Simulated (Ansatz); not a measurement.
# Ge: the cost of one run

Program: Ansatz 0.2.0. Level of theory: DFT PBE, scalar-relativistic, plane waves, PAW. These are calculated values, not measurements.

1 further run of the same task is left out (it didn't finish).

## Step 1: The structure to begin with

The structure is monoclinic, space group P2_1/m (No. 11). Conventional cell: a = 2.744 Å, b = 3.809 Å, c = 3.920 Å, α = 90.00°, β = 93.04°, γ = 90.00°. Ge (site symmetry m) has 6 Ge at 2.73 to 2.74 Å in its first shell of neighbours.

Cell or atoms stand a little off a more symmetric structure (Pm-3m at a tolerance of 0.3 Å), so results at this geometry aren't those of that ideal crystal.

As a file:

```xyz
2
Lattice="2.7437 0.0000 0.0000 0.0000 3.8089 0.0000 -0.2080 0.0000 3.9145" Properties=species:S:1:pos:R:3 pbc="T T T"
Ge    1.2226    0.9522    2.9334
Ge    1.3132    2.8567    0.9811
```

The cell is invented: one element on all sites of the Bi type (P2_1/m, No. 11). The dimensions are guesses.

## Step 2: Probe: one point on a coarse mesh

Contents of input.yaml:

```yaml
crystal:
  lattice:
    - [2.74372534, 0.0, 0.0]
    - [0.0, 3.80889905, 0.0]
    - [-0.2079722, 0.0, 3.91447424]
  atoms:
    - { symbol: Ge, position: [0.50238629, 0.25, 0.74936869] }
    - { symbol: Ge, position: [0.49761371, 0.75, 0.25063131] }
basis:
  ecutwfc: 420
kpoints:
  mp_grid: { grid: [6, 4, 4] }
hamiltonian:
  xc: pbe
scf:
  occupations: { method: gaussian, width: 0.1 }
  lower_state_search: "off"
output:
  forces: true
  stress: true
  eigenvalues: true
```

Run with:

```
$ ansatz run input.yaml --threads 1 --pin off --max-ram 2560MiB --backend cpu --events-out ev --progress --plain --runs-dir out
```

Q: Estimate wall time and peak memory on 1 thread of Intel Xeon at 2.50GHz (Skylake/Cascade Lake), shared host.

About 2.7 s, with a peak of 0.33 GiB.
